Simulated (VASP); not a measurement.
# KCl (Sylvite): cell size and functional, part 2 of 2

Which functional gives which lattice for KCl (Sylvite)? The starting structure is a measured crystal structure from the Crystallography Open Database. The first relaxation on each setting starts from this cell expanded by 3 % in volume.

VASP 6.6.1.

Results so far: PBEsol 30.47 Å³ an atom; LDA 28.11 Å³ an atom; PBE 32.48 Å³ an atom; PBEsol + D3(BJ) 28.83 Å³ an atom.

**6. Relaxation with r2SCAN**

Level of this step: r2SCAN; plane waves and PAW (K_sv, Cl) (VASP).

r2SCAN adds the kinetic-energy density, costs more than a GGA and is run with LASPH. This run starts from the cell of an earlier relaxation, which isn't shown; the restart sets up the plane waves anew.

File INCAR:

```
SYSTEM = KCl
PREC = Accurate
ENCUT = 450
EDIFF = 1E-06
NELM = 100
ISMEAR = 0
SIGMA = 0.03
LREAL = .FALSE.
ALGO = Normal
METAGGA = R2SCAN
LASPH = .TRUE.
NBANDS = 14
LORBIT = 11
LWAVE = .FALSE.
LCHARG = .FALSE.
KPAR = 4
IBRION = 2
NSW = 50
ISIF = 3
EDIFFG = -0.006
```

File POSCAR:

```
KCl
1.0
    0.0000000000      3.1451175982      3.1451175982
    3.1451175982      0.0000000000      3.1451175982
    3.1451175982      3.1451175982      0.0000000000
K Cl
1 1
Direct
    0.0000000000      0.0000000000      0.0000000000
    0.5000000000      0.5000000000      0.5000000000
```

File KPOINTS:

```
Automatic mesh
0
Gamma
6 6 6
0 0 0
```

Potentials, in the order of the species: K_sv and Cl (PBE family, release 64).

Run with:

```sh
> mpirun -np 4 vasp_std
```

The program printed:

```text
[banner, memory and clock lines left out]
running    4 mpi-ranks, on    1 nodes
[...]
[... a notice as in an earlier step ...]

 LDA part: xc-table for (None), standard interpolation
 POSCAR, INCAR and KPOINTS ok, starting setup
[...]
entering main loop
       N       E                     dE             d eps       ncg     rms          rms(c)
DAV:   1     0.853134560810E+02    0.85313E+02   -0.67124E+03   448   0.934E+02
DAV:   2    -0.143196312093E+02   -0.99633E+02   -0.92082E+02   588   0.245E+02
DAV:   3    -0.204593740593E+02   -0.61397E+01   -0.61080E+01   612   0.538E+01
DAV:   4    -0.206913688612E+02   -0.23199E+00   -0.23193E+00   692   0.101E+01
[...]
DAV:  10    -0.165039183066E+02   -0.45701E-03   -0.50378E-04   580   0.158E-01    0.439E-02
DAV:  11    -0.165040164228E+02   -0.98116E-04   -0.15287E-04   466   0.118E-01    0.619E-03
DAV:  12    -0.165040172341E+02   -0.81131E-06   -0.55122E-06   604   0.191E-02
   1 F= -.16504017E+02 E0= -.16504017E+02  d E =-.165040E+02
[...]
reached required accuracy - stopping structural energy minimisation
```

It took 23 s on 4 MPI ranks of AMD EPYC 7R43, shared host; peak memory 0.58 GiB; 87 s of CPU time.

From OUTCAR (step 6):

```text
  Total       -0.0063294     -0.0063294     -0.0063294      0.0000000     -0.0000000      0.0000000
  in kB       -0.1629795     -0.1629795     -0.1629795      0.0000000     -0.0000000      0.0000000
  external PRESSURE =      -0.1629795 kB  Pullay stress =       0.0000000 kB

 POSITION                                       TOTAL-FORCE (eV/Angst)
 -----------------------------------------------------------------------------------
      0.00000      0.00000      0.00000        -0.000000     -0.000000     -0.000000
      3.14512      3.14512      3.14512         0.000000      0.000000      0.000000
 -----------------------------------------------------------------------------------
    total drift:                                0.000000     -0.000000     -0.000000

  FREE ENERGIE OF THE ION-ELECTRON SYSTEM (eV)
  ---------------------------------------------------
  free  energy   TOTEN  =       -16.5040172341 eV

  energy  without entropy=      -16.5040172341  energy(sigma->0) =      -16.50401723

[... 2 parts as in an earlier step ...]

[... 2 further parts left out ...]
[key lines of the parts left out:]
E-fermi :  -2.0368
```

With r2SCAN the relaxed cell holds 31.111 Å³ an atom, -0.13 % against the measured cell, with a = 6.290 Å. That is +2.09 % from PBEsol.

**7. Relaxation with r2SCAN + rVV10**

rVV10 adds a nonlocal correlation energy for dispersion. This run starts from the cell of an earlier relaxation, which isn't shown; the restart sets up the plane waves anew.

Changes to INCAR since step 6:

```diff
@@ -10,2 +10,6 @@
 METAGGA = R2SCAN
+LUSE_VDW = .TRUE.
+IVDW_NL = 2
+BPARAM = 11.95
+CPARAM = 0.0093
 LASPH = .TRUE.
```

File POSCAR:

```
KCl
1.0
    0.0000000000      3.1166675561      3.1166675561
    3.1166675561      0.0000000000      3.1166675561
    3.1166675561      3.1166675561      0.0000000000
K Cl
1 1
Direct
    0.0000000000      0.0000000000      0.0000000000
    0.5000000000      0.5000000000      0.5000000000
```

KPOINTS is that of step 6.

Run with:

```sh
> mpirun -np 4 vasp_std
```

The program printed:

```text
[banner, memory and clock lines left out]
running    4 mpi-ranks, on    1 nodes
[...]
|                                                                             |
|               ----> ADVICE to this user running VASP <----                  |
|                                                                             |
|     You have switched on vdW-DFT.                                           |
|     This routine was written and supplied by Jiri Klimes. We recommend      |
|     that you carefully read and cite the following publications:            |
|       J. Klimes, D.R. Bowler, A. Michelides                                 |
|          J. Phys.: Cond Matt. 22 022201 (2010)                              |
|       J. Klimes, D.R. Bowler, A. Michelides                                 |
|          Phys. Rev. B. 83, 195131 (2011)                                    |
|     and references therein.                                                 |
|                                                                             |

[...]
DAV:  10    -0.159996353937E+02   -0.33900E-03   -0.38766E-04   606   0.139E-01    0.419E-02
Total rVV10 correction in eV:      0.4997588    16.2466685
Total rVV10 correction in eV:      0.4997588    16.2466685
Total rVV10 correction in eV:      0.4997588    16.2466685
Total rVV10 correction in eV:      0.4997588    16.2466685
DAV:  11    -0.159997251856E+02   -0.89792E-04   -0.13702E-04   466   0.116E-01    0.405E-03
Total rVV10 correction in eV:      0.4998061    16.2466685
Total rVV10 correction in eV:      0.4998061    16.2466685
Total rVV10 correction in eV:      0.4998061    16.2466685
Total rVV10 correction in eV:      0.4998061    16.2466685
DAV:  12    -0.159997256766E+02   -0.49099E-06   -0.46403E-06   612   0.174E-02
Total rVV10 correction in eV:      0.4998178    16.2466685
Total rVV10 correction in eV:      0.4998178    16.2466685
Total rVV10 correction in eV:      0.4998178    16.2466685
Total rVV10 correction in eV:      0.4998178    16.2466685
Total rVV10 correction in eV:      0.4998197    16.2466685
Total rVV10 correction in eV:      0.4998197    16.2466685
Total rVV10 correction in eV:      0.4998197    16.2466685
Total rVV10 correction in eV:      0.4998197    16.2466685
   1 F= -.15999726E+02 E0= -.15999726E+02  d E =-.159997E+02
[...]
reached required accuracy - stopping structural energy minimisation
```

Run time: 65 s. Hardware: 4 MPI ranks; peak memory 0.97 GiB; 4.2 min of CPU time.

From OUTCAR (step 7):

```text
  Total        0.0001204      0.0001204      0.0001204      0.0000000      0.0000000      0.0000000
  in kB        0.0031866      0.0031866      0.0031866      0.0000000      0.0000000      0.0000000
  external PRESSURE =       0.0031866 kB  Pullay stress =       0.0000000 kB

 POSITION                                       TOTAL-FORCE (eV/Angst)
 -----------------------------------------------------------------------------------
      0.00000      0.00000      0.00000         0.000000     -0.000000      0.000000
      3.11667      3.11667      3.11667        -0.000000      0.000000     -0.000000
 -----------------------------------------------------------------------------------
    total drift:                                0.000000      0.000000      0.000000

  FREE ENERGIE OF THE ION-ELECTRON SYSTEM (eV)
  ---------------------------------------------------
  free  energy   TOTEN  =       -15.9997256766 eV

  energy  without entropy=      -15.9997256766  energy(sigma->0) =      -15.99972568

[... 2 parts as in an earlier step ...]

[... 2 further parts left out ...]
[key lines of the parts left out:]
E-fermi :  -1.9581
```

With r2SCAN + rVV10 the relaxed cell holds 30.274 Å³ an atom, -2.81 % against the measured cell, with a = 6.233 Å. That is -0.65 % from PBEsol.

**8. All runs side by side**

```csv
level,volume (Å³/atom),against the measured cell (%),a (Å),pressure left (GPa),core minutes
PBEsol,30.473,-2.18,6.2469,0.01,1.61
LDA,28.113,-9.75,6.0813,0.02,1.56
PBE,32.481,4.27,6.3812,0.01,1.4
PBEsol + D3(BJ),28.832,-7.44,6.1328,0.01,1.56
r2SCAN,31.111,-0.13,6.2902,-0.02,5.27
r2SCAN + rVV10,30.274,-2.81,6.2333,0.0,19.1
```

Core minutes are wall time times ranks, summed over the relaxations behind a row (those for a bulk modulus apart), on shared hosts.

**9. Results**

- volume, PBEsol: 30.47 Å³/atom
- volume, LDA: 28.11 Å³/atom
- volume, PBE: 32.48 Å³/atom
- volume, PBEsol + D3(BJ): 28.83 Å³/atom
- volume, r2SCAN: 31.11 Å³/atom
- volume, r2SCAN + rVV10: 30.27 Å³/atom

What this shows: Across 6 levels the volume of KCl (Sylvite) spans 15.5 %, from 28.11 Å³ an atom (LDA) to 32.48 Å³ (PBE). Against the measured volume of the starting structure, r2SCAN comes nearest (-0.1 %) and LDA lies farthest (-9.8 %). The measured cell holds zero-point expansion and, unless it was taken cold, thermal expansion, which the runs lack, so small differences decide nothing. Adding D3(BJ) to PBEsol changes the volume by -5.4 %. Adding rVV10 to r2SCAN changes the volume by -2.7 %. LASPH is on in some of these runs and off in others, which adds a little to the differences. All runs keep the symmetry of the start, so they can't find a distortion of lower symmetry. Further runs on this material are not shown.

[Lines on the potential files, build, host, timing and source positions are cut from VASP's logs without a mark.]

[Logs are printed without paths, hosts, clocks, repeated set-up lines and the standing remarks that a program may print on its own settings, such as how far it seeks lower states.]

[Hosts, paths, dates, database ids (printed as entryN), source tags and the programs' standing remarks are cut or masked in the printed files.]
